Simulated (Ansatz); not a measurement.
The system is Te2Mo.

```
Te Mo
1.0
     6.33000    0.00000    0.00000
     0.00000    3.46900    0.00000
    -0.94679    0.00000   13.82762
Te Mo
8 4
Direct
  0.94370 0.75000 0.60450
  0.05630 0.25000 0.39550
  0.90300 0.25000 0.85140
  0.09700 0.75000 0.14860
  0.41120 0.75000 0.89550
  0.58880 0.25000 0.10450
  0.44320 0.25000 0.64840
  0.55680 0.75000 0.35160
  0.81670 0.75000 0.99260
  0.18330 0.25000 0.00740
  0.68190 0.25000 0.49340
  0.31810 0.75000 0.50660
```

* Program: Ansatz 0.2.0
* Task: relaxation of cell and atoms
* Functional: r2SCAN
* Dispersion: rVV10
* Potentials or basis: Ansatz PAW
* Cutoff: 500 eV (not typed: the program's choice for these potentials)
* k mesh: 4 × 8 × 2
* Occupations: fermi-dirac, width 0.05 eV
* Spin: no spin polarisation

At the start: volume 25.30 Å³/atom.

Task: Where does the relaxation end?

Result: It ends after 6 steps and the volume is 25.96 Å³/atom (+2.6 %); space group P2_1/m (No. 11, to 0.05 Å).

The path:
| step | energy change (eV) | largest force (eV/Å) | volume (Å³) |
| --- | --- | --- | --- |
| 1 | 0.0000 | 0.3051 | 303.64 |
| 2 | -0.0301 | 0.0676 | 311.11 |
| 3 | -0.0314 | 0.0377 | 310.80 |
| 4 | -0.0325 | 0.0189 | 311.25 |
| 5 | -0.0326 | 0.0037 | 311.49 |
| 6 | -0.0343 | 0.0037 | 311.49 |

Final structure:
```
Te Mo
1.0
     6.33411    0.00000    0.05452
     0.00000    3.49906    0.00000
    -0.82830    0.00000   14.04719
Te Mo
8 4
Direct
  0.93935 0.75000 0.60250
  0.06065 0.25000 0.39750
  0.90601 0.25000 0.85411
  0.09399 0.75000 0.14589
  0.41519 0.75000 0.89769
  0.58481 0.25000 0.10231
  0.43556 0.25000 0.64569
  0.56444 0.75000 0.35431
  0.81916 0.75000 0.99287
  0.18084 0.25000 0.00713
  0.67930 0.25000 0.49339
  0.32070 0.75000 0.50661
```

Caveat: the plane-wave basis is chosen anew once the cell has moved, so the energies of steps on either side of that aren't comparable; the PAW data sets come from PBE, with cores solved anew for the run's functional, which leaves a small shift of forces and pressure.
